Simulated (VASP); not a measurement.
**SnSe: single point with r2SCAN**

Crystal: SnSe.

```
Sn Se
1.0
     0.00000    3.08887    3.00211
     3.08887    0.00000    3.00211
     3.08887    3.08887    0.00000
Sn Se
1 1
Direct
  0.00000 0.00000 0.00000
  0.50000 0.50000 0.50000
```

The cell was built by a generator and needn't be a form met in nature.

The cell isn't the ideal one: biaxial_xy strain +2.9%.

```
Program                : VASP 6.6.1
Task                   : single point
Functional             : r2SCAN
Potentials or basis    : VASP PAW PBE potentials, release 64 (Sn_d, Se)
Cutoff                 : 520 eV
k mesh                 : 8 × 8 × 8
Occupations            : fermi-dirac, width 0.02 eV
Spin                   : no spin polarisation
Dipole correction      : no
Further INCAR settings : ALGO = Normal; EDIFF = 1e-06; NBANDS = 17
```

```yaml
Pressure: -2.4 GPa
Band_gap_on_the_k_mesh: 0.26 eV, direct
```

Stress tensor (GPa, compression positive):
```
-3.34  0.00  0.00
 0.00 -3.34  0.00
 0.00  0.00 -0.43
```

Levels at points of the mesh, in eV from the valence-band top:
```
           k point  band 8  band 9  band 10  band 11  band 12  band 13
(0.00, 0.00, 0.00)   -2.70   -2.42    -2.42     3.92     3.92     4.61
(0.50, 0.00, 0.00)   -2.27   -2.23     0.00     0.26     1.07     1.23
(0.50, 0.50, 0.00)   -5.67   -3.92    -3.92     3.19     5.06     5.06
(0.50, 0.00, 0.50)   -5.60   -4.03    -3.70     3.29     4.86     5.57
```

Wall time 120 s on 1 thread of Intel(R) Xeon(R) Platinum 8488C (Sapphire Rapids), on a shared host, peak memory 0.21 GiB.

Caveat: the PAW data sets were made with another functional, which shifts forces and pressure a little; spin-orbit coupling is left out, which moves the levels of the heavy elements. A k mesh can miss the band edges.
